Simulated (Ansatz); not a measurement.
Something may be wrong with this Ansatz 0.2.0 calculation of Ga.

The input input.yaml:

```yaml
crystal:
  lattice:
    - [-1.3843987196, 1.3843987196, 2.3112238365]
    - [1.3843987196, -1.3843987196, 2.3112238365]
    - [1.3843987196, 1.3843987196, -2.3112238365]
  atoms:
    - { symbol: Ga, position: [0.0, 0.0, 0.0] }
hamiltonian:
  xc: lda
  pseudopotentials: { kind: paw }
kpoints:
  mp_grid: { grid: [8, 8, 8] }
scf:
  occupations: { method: fermi_dirac, width: 0.05 }
  n_extra_bands: 6
  max_iter: 2
output:
  forces: true
  stress: true
  eigenvalues: true
  dos: { projected: true, de: 0.05, nscf_kmesh: { grid: [12, 12, 12] } }
```

Potentials or basis: Ansatz PAW.

The run is started by

```sh
$ ansatz run input.yaml --threads 2 --pin off --max-ram 5632MiB --backend cpu --events-out ev --progress --plain --runs-dir out
```

Output:

```text
Warning: RAYON_NUM_THREADS=2 ignored (pool sized by the plan → 2); use --threads N
scf.n_extra_bands = 6 over 7 filled bands (N_el = 13.0): the run solves 13 bands
Engine: ansatz 0.2.0, aarch64-unknown-linux-gnu
Pseudopotentials: kind: paw
Pseudopotential: Ga, paw, valence charge 13, recommended cutoff 420 eV (normal), Ga.paw.azcp
Functional definition: SPW92
  exchange = slater_x
  correlation = pw_c
Crystal: 1 atoms, lattice volume = 17.718 Å³
Basis set: ecut = 420 eV, 331 PW (Γ)
Bands: 13, of which v1, the nominal top of the filled ones, is band 7 counted from 1 (6 counted from 0)
Symmetry: 16 space group operations
Space group: I4/mmm (ITA 139), of the structure as read, at distance tolerance 2.6e-5 Å
k-points: 59 of 512
Non-local potential: Ga, projectors of the file, l = 0: 2, l = 1: 2, l = 2: 3, l = 3: 1
PAW form: soft (Blöchl's): semilocal exchange-correlation on the pseudo side does not see the compensation charge
PAW frozen core: Ga, regenerated for the run's functional, and the local potential with it (the file was generated under x = pbe(κ = 0.804, μ = 0.2195149727645171), c = pbe(β = 0.06672455060314922))
PAW one-centre angular grid: Ga, 590 points (default); XC on 64 Gauss nodes
Initial density: superposition of atomic densities (neutral atoms: chi_scale 0, normalization atom), corrected by the library's trained network
Initial wavefunctions: pseudopotential atomic-orbital guess
Functional: x = slater, c = lda
SCF iter   1: F=—  HF=-3706.959826 eV  |F-HF|=—  |Δ(HF+E_count)|=         —  Δρ=6.59e-3  dr2=2.61e-3  ethr=1.77e-3  ⟨swp⟩=3.3  Hψ=8273  notcnv=0
preconditioner: auto → none  [insulator: Δε(μ)=0.113 eV  Ē_g=25.630 eV  σ=0.050 eV  W_gap=0.51  n_scr=0 (ndim 8)  ℏωp=31.8 eV  f_vac=0.000  D(μ)=0.20/eV (n_scr^D=0)  ε∞_Penn≈2.5]
SCF iter   2: F=—  HF=-3706.959093 eV  |F-HF|=—  |Δ(HF+E_count)|=   7.34e-4  Δρ=2.27e-3  dr2=4.56e-4  ethr=2.01e-5  ⟨swp⟩=3.1  Hψ=4333  notcnv=0
Error: did not converge after 2 iterations: dr2 = 4.56e-4 (threshold 1.00e-7), under the density mixer `msr1`, which `scf.mixing.algorithm: auto` chose by the deck's other keys (type `scf.mixing.algorithm: msr1` to keep it); raise `scf.max_iter`, which need not help a stalled SCF, or adjust the mixing (`scf.mixing`) or, under a smearing, its width (`scf.occupations.width`, in either direction: another width is another result); this SCF holds its density and magnetisation to the symmetry operations that it keeps, and cannot end on a state that breaks one of them: if the state sought breaks one, re-run with `crystal.symmetry.detect: false`, without `crystal.symmetry.time_reversal: true`, on a non-collinear deck whose state breaks time reversal, with `crystal.symmetry.time_reversal: false` beside it (there exact exchange or a DFT+U term alone can polarise the run; a magnetic state wants starting moments), where the deck allows it (that run may end on another state, and need not converge either) — the other mixer that `auto` picks from is left to try (`scf.mixing.algorithm: broyden`); it can need more iterations, either can converge an SCF that the other leaves open, and the two can end on different states; the input reference at `scf.mixing.algorithm` says more, and from which start to try it
```

Problem. How did it end, and where is the flaw?

Solution. The calculation stopped without meeting its thresholds. The input holds a flaw that was put in on purpose: too few SCF iterations.
